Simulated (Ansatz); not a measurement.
# ZnO: the cost of one run

Method: DFT PBE+D3(BJ), scalar-relativistic, plane waves, PAW, in Ansatz 0.2.0.

1 further run of the same task is left out (set aside as unsound or not needed).

### Step 1. The starting structure

The structure is hexagonal, space group P6_3mc (No. 186). Conventional cell: a = 3.255 Å, b = 3.255 Å, c = 5.256 Å, α = 90.00°, β = 90.00°, γ = 120.00°. Around Zn (site symmetry 3m) lie 4 O at 1.98 to 1.99 Å. O (site symmetry 3m) has 4 Zn at 1.98 to 1.99 Å in its first shell of neighbours.

Coordinates:

```xyz
4
Lattice="3.2549 0.0000 0.0000 -1.6274 2.8188 0.0000 0.0000 0.0000 5.2561" Properties=species:S:1:pos:R:3 pbc="T T T"
Zn    0.0000    1.8792    2.6284
Zn    1.6274    0.9396    0.0004
O     1.6274    0.9396    1.9918
O     0.0000    1.8792    4.6198
```

This cell was relaxed beforehand with the same method: volume 12.06 Å³/atom, gap on the mesh 0.78 eV.

### Step 2. Cutting the slab

Miller indices refer to the conventional cell of the relaxed bulk, P6_3mc (No. 186): a = 3.255 Å, b = 3.255 Å, c = 5.256 Å, α = 90.00°, β = 90.00°, γ = 120.00°.

A (001) slab, 8.5 Å thick as cut, with 17 Å of vacuum, in a 2×2 surface cell; its outer planes are Zn (top) and O (bottom).

The slab as cut. Its planes from the bottom up:

| plane | atoms per cell | height over the lowest (Å) |
| --- | --- | --- |
| 1 | O4 | 0.00 |
| 2 | Zn4 | 0.64 |
| 3 | O4 | 2.63 |
| 4 | Zn4 | 3.26 |
| 5 | O4 | 5.26 |
| 6 | Zn4 | 5.89 |
| 7 | O4 | 7.88 |
| 8 | Zn4 | 8.52 |

### Step 3. The clean surface, relaxed

The input, input.yaml:

```yaml
crystal:
  lattice:
    - [6.5097053315, 0.0, 0.0]
    - [-3.2548526657, 5.6375701882, 0.0]
    - [0.0, 0.0, 25.5208324564]
  atoms:
    - { symbol: O, position: [0.3333333333, 0.1666666667, 0.3330612359] }
    - { symbol: O, position: [0.3333333333, 0.6666666667, 0.3330612359] }
    - { symbol: O, position: [0.8333333333, 0.1666666667, 0.3330612359] }
    - { symbol: O, position: [0.8333333333, 0.6666666667, 0.3330612359] }
    - { symbol: Zn, position: [0.1666666667, 0.3333333333, 0.3580072106] }
    - { symbol: Zn, position: [0.1666666667, 0.8333333333, 0.3580072106] }
    - { symbol: Zn, position: [0.6666666667, 0.3333333333, 0.3580072106] }
    - { symbol: Zn, position: [0.6666666667, 0.8333333333, 0.3580072106] }
    - { symbol: O, position: [0.1666666667, 0.3333333333, 0.4360384204] }
    - { symbol: O, position: [0.1666666667, 0.8333333333, 0.4360384204] }
    - { symbol: O, position: [0.6666666667, 0.3333333333, 0.4360384204] }
    - { symbol: O, position: [0.6666666667, 0.8333333333, 0.4360384204] }
    - { symbol: Zn, position: [0.3333333333, 0.1666666667, 0.4609843951] }
    - { symbol: Zn, position: [0.3333333333, 0.6666666667, 0.4609843951] }
    - { symbol: Zn, position: [0.8333333333, 0.1666666667, 0.4609843951] }
    - { symbol: Zn, position: [0.8333333333, 0.6666666667, 0.4609843951] }
    - { symbol: O, position: [0.3333333333, 0.1666666667, 0.5390156049] }
    - { symbol: O, position: [0.3333333333, 0.6666666667, 0.5390156049] }
    - { symbol: O, position: [0.8333333333, 0.1666666667, 0.5390156049] }
    - { symbol: O, position: [0.8333333333, 0.6666666667, 0.5390156049] }
    - { symbol: Zn, position: [0.1666666667, 0.3333333333, 0.5639615796] }
    - { symbol: Zn, position: [0.1666666667, 0.8333333333, 0.5639615796] }
    - { symbol: Zn, position: [0.6666666667, 0.3333333333, 0.5639615796] }
    - { symbol: Zn, position: [0.6666666667, 0.8333333333, 0.5639615796] }
    - { symbol: O, position: [0.1666666667, 0.3333333333, 0.6419927894] }
    - { symbol: O, position: [0.1666666667, 0.8333333333, 0.6419927894] }
    - { symbol: O, position: [0.6666666667, 0.3333333333, 0.6419927894] }
    - { symbol: O, position: [0.6666666667, 0.8333333333, 0.6419927894] }
    - { symbol: Zn, position: [0.3333333333, 0.1666666667, 0.6669387641] }
    - { symbol: Zn, position: [0.3333333333, 0.6666666667, 0.6669387641] }
    - { symbol: Zn, position: [0.8333333333, 0.1666666667, 0.6669387641] }
    - { symbol: Zn, position: [0.8333333333, 0.6666666667, 0.6669387641] }
basis:
  ecutwfc: 420
kpoints:
  mp_grid: { grid: [6, 6, 1] }
hamiltonian:
  xc: pbe
  dispersion: d3bj
scf:
  occupations: { method: gaussian, width: 0.05 }
output:
  forces: true
  eigenvalues: true
relax:
  adjacent_minimum: "off"
  f_tol: 0.03
  max_steps: 70
  constraints: [{ sites: [0, 1, 2, 3, 4, 5, 6, 7, 8, 9, 10, 11, 12, 13, 14, 15] }]
efield:
  axis: 3
  dipole_correction: true
```

Launch:

```console
$ ansatz run input.yaml --threads 8 --pin off --max-ram 22528MiB --backend cpu --events-out ev --progress --plain --runs-dir out
```

What time and memory should one allow on 8 threads of Intel Xeon Platinum 8259CL at 2.50GHz (Skylake/Cascade Lake), shared host?

About 2 min, with a peak of 4.5 GiB.
